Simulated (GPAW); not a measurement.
C:

```
C
1.0
     2.52210    0.00000    0.00000
    -1.26105    2.18420    0.00000
     0.00000    0.00000    8.23710
C
8
Direct
  0.66667 0.33333 0.84375
  0.33333 0.66667 0.34375
  0.66667 0.33333 0.65625
  0.33333 0.66667 0.15625
  0.00000 0.00000 0.90625
  0.00000 0.00000 0.40625
  0.00000 0.00000 0.59375
  0.00000 0.00000 0.09375
```

This is a hexagonal form of diamond, not graphite.

* Program: GPAW 26.7.0
* Task: relaxation of cell and atoms
* Functional: RPBE
* Potentials or basis: the program's PAW data sets (release 1.2.1) made for this functional
* Cutoff: 800 eV
* Basis: pw
* k mesh: 7 × 7 × 2
* Occupations: fermi-dirac, width 0.05 eV
* Spin: no spin polarisation

At the start: pressure 8.1 GPa; volume 5.67 Å³/atom.

**Question.** How do energy, volume and symmetry change on relaxing?

**Answer.** Over 7 steps the energy falls by 5.4 meV/atom and the volume is 5.78 Å³/atom (+1.9 %); space group P6_3/mmc (No. 194, to 0.05 Å).

The path:
| step | energy change (eV) | largest force (eV/Å) | pressure (GPa) | volume (Å³) |
| --- | --- | --- | --- | --- |
| 1 | 0.0000 | 0.3256 | 8.07 | 45.38 |
| 2 | -0.0127 | 0.0859 | 7.34 | 45.45 |
| 3 | -0.0217 | 0.1021 | 6.01 | 45.58 |
| 4 | -0.0302 | 0.1829 | 4.11 | 45.78 |
| 5 | -0.0395 | 0.1706 | 1.16 | 46.09 |
| 6 | -0.0428 | 0.0751 | -0.12 | 46.23 |
| 7 | -0.0433 | 0.0115 | -0.22 | 46.24 |

Final structure:
```cif
data_structure
_symmetry_space_group_name_H-M 'P 1'
_symmetry_Int_Tables_number 1
_cell_length_a 2.5301
_cell_length_b 2.5301
_cell_length_c 8.3407
_cell_angle_alpha 90.000
_cell_angle_beta 90.000
_cell_angle_gamma 120.000
_cell_volume 46.24
loop_
_atom_site_label
_atom_site_type_symbol
_atom_site_fract_x
_atom_site_fract_y
_atom_site_fract_z
_atom_site_occupancy
C1 C 0.66667 0.33333 0.84451 1
C2 C 0.33333 0.66667 0.34451 1
C3 C 0.66667 0.33333 0.65549 1
C4 C 0.33333 0.66667 0.15549 1
C5 C 0.00000 0.00000 0.90704 1
C6 C 0.00000 0.00000 0.40704 1
C7 C 0.00000 0.00000 0.59296 1
C8 C 0.00000 0.00000 0.09296 1
```

Caveat: the k mesh is coarse; later steps reuse the first step's grids.
